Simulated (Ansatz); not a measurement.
KBr, DFT, PBE, all-electron LAPW, scalar-relativistic (Ansatz 0.2.0), run on 1 thread of Arm Neoverse V1 on a shared host.

The cell is COD entry 1010046, as deposited and not checked against the literature; nothing was relaxed. It is an old determination, and later ones may differ.

Command: `ansatz run input.yaml --threads 1 --pin off --max-ram 2048MiB --backend cpu --events-out ev --progress --plain --runs-dir out`

```yaml
crystal:
  lattice:
    - [0.0, 3.2925, 3.2925]
    - [3.2925, 0.0, 3.2925]
    - [3.2925, 3.2925, 0.0]
  atoms:
    - { symbol: K, position: [0.0, 0.0, 0.0] }
    - { symbol: Br, position: [0.5, 0.5, 0.5] }
kpoints:
  mp_grid: { grid: [7, 7, 7] }
  band_path:
    path:
      - [0.0, 0.0, 0.0]
      - [0.5, 0.0, 0.5]
      - [0.625, 0.25, 0.625]
      - [0.375, 0.375, 0.75]
      - [0.0, 0.0, 0.0]
      - [0.5, 0.5, 0.5]
      - [0.5, 0.25, 0.75]
      - [0.5, 0.0, 0.5]
    npoints: 14
scf:
  occupations: { method: fermi_dirac, width: 0.01 }
hamiltonian:
  xc: pbe
  pseudopotentials: { kind: all_electron, lapw: { basis_error: 0.00025 } }
output:
  forces: true
  stress: true
  eigenvalues: true
  populations: true
  dos: { projected: true, de: 0.2, e_range: [-14, 8] }
```

Q: How large is the problem that the program sets up?

A: 20 irreducible k-points, 307 plane waves at Γ, 21 bands.

Q: Estimate the wall time and the peak memory.

A: 11 s of wall time for 7 SCF iterations, with a peak of 0.26 GiB. Times on shared machines scatter by tens of per cent.

Q: And the same cell and mesh by frozen-core PAW, asked for forces, stress, eigenvalues, efg, populations, bader, dos, write_density, write_potential, elf and the same band path, on the same hardware?

A: 9.9 s, peak memory 0.33 GiB.

Q: And the same cell and mesh by all-electron PAW (datasets made for this crystal), asked for forces, stress, eigenvalues, efg and the same band path, on the same hardware?

A: 6.9 s, peak memory 0.34 GiB.
